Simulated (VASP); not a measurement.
Here is a VASP 6.6.1 calculation.

Contents of POSCAR:

```
BN
1.0
    0.0000000000      1.8130010000      1.8130010000
    1.8130010000      0.0000000000      1.8130010000
    1.8130010000      1.8130010000      0.0000000000
N B
1 1
Direct
    0.2500000000      0.2500000000      0.2500000000
    0.0000000000      0.0000000000      0.0000000000
```

Contents of INCAR.step1:

```
PREC     = Accurate       # precision mode
ENCUT    = 600            # plane-wave cutoff, eV
EDIFF    = 1E-8           # SCF threshold, eV
ISMEAR   = -1             # smearing method
SIGMA    = 0.05           # smearing width, eV
LREAL    = F              # projectors in reciprocal space
LASPH    = T              # aspherical terms in the spheres
NELM     = 100            # most SCF steps
ALGO     = Normal         # electronic algorithm
LWAVE    = F              # write WAVECAR
LCHARG   = F              # write CHGCAR
GGA      = PE             # functional
LEPSILON = T              # dielectric tensor by DFPT
```

KPOINTS.step1

```
Automatic mesh
0
G
  13 13 13
  0 0 0
```

File INCAR.step2:

```
PREC     = Accurate       # precision mode
ENCUT    = 600            # plane-wave cutoff, eV
EDIFF    = 1E-5           # SCF threshold, eV
ISMEAR   = -1             # smearing method
SIGMA    = 0.05           # smearing width, eV
LREAL    = F              # projectors in reciprocal space
LASPH    = T              # aspherical terms in the spheres
NELM     = 100            # most SCF steps
ALGO     = Normal         # electronic algorithm
LWAVE    = T              # write WAVECAR
LCHARG   = F              # write CHGCAR
GGA      = PE             # functional
```

The input KPOINTS.step2:

```
regular mesh
0
Gamma
  7 7 7
```

INCAR.step3

```
PREC     = Accurate       # precision mode
ENCUT    = 600            # plane-wave cutoff, eV
EDIFF    = 1E-6           # SCF threshold, eV
ISMEAR   = -1             # smearing method
SIGMA    = 0.05           # smearing width, eV
LREAL    = F              # projectors in reciprocal space
LASPH    = T              # aspherical terms in the spheres
NELM     = 100            # most SCF steps
ALGO     = Normal         # electronic algorithm
ISIF     = 3              # what is computed and relaxed
LWAVE    = F              # write WAVECAR
LCHARG   = F              # write CHGCAR
GGA      = PE             # functional
LHFCALC  = T              # exact exchange
AEXX     = 0.2167         # exact-exchange fraction
PRECFOCK = Fast         
IBRION   = 2              # ionic algorithm
NSW      = 40             # ionic steps
EDIFFG   = -0.005         # ionic threshold
ISTART   = 1
```

KPOINTS.step3

```
regular mesh
0
Gamma
  7 7 7
```

Potentials or basis: VASP PAW PBE potentials, release 64 (N, B).

The run is started by

```console
$ cat potpaw_PBE.64/N/POTCAR potpaw_PBE.64/B/POTCAR > POTCAR
$ cp INCAR.step1 INCAR
$ cp KPOINTS.step1 KPOINTS
$ mpirun -np 1 vasp_std > vasp.out
$ cp INCAR.step2 INCAR
$ cp KPOINTS.step2 KPOINTS
$ mpirun -np 1 vasp_std > vasp.out
$ cp INCAR.step3 INCAR
$ cp KPOINTS.step3 KPOINTS
$ mpirun -np 1 vasp_std > vasp.out
```

**Question.** Estimate the band gap on the k mesh.

**Answer.** 6.56 eV, indirect (least direct gap 11.05 eV).

**Question.** Predict the relaxed volume.

**Answer.** 5.84 Å³/atom.

Step by step:
```csv
step,energy change (eV),largest force (eV/Å),pressure (GPa),volume (Å³)
1,0.0000,0.0000,-8.05,11.92
2,0.0015,0.0000,9.53,11.41
3,-0.0063,0.0000,-0.03,11.67
```

Caveat: the k mesh is coarse (spacing up to 0.43 Å⁻¹), so the values aren't converged, least of all with exact exchange; the PAW data sets were made with another functional, which shifts forces and pressure a little; an odd mesh through Γ misses points on the zone boundary, where band edges often lie.
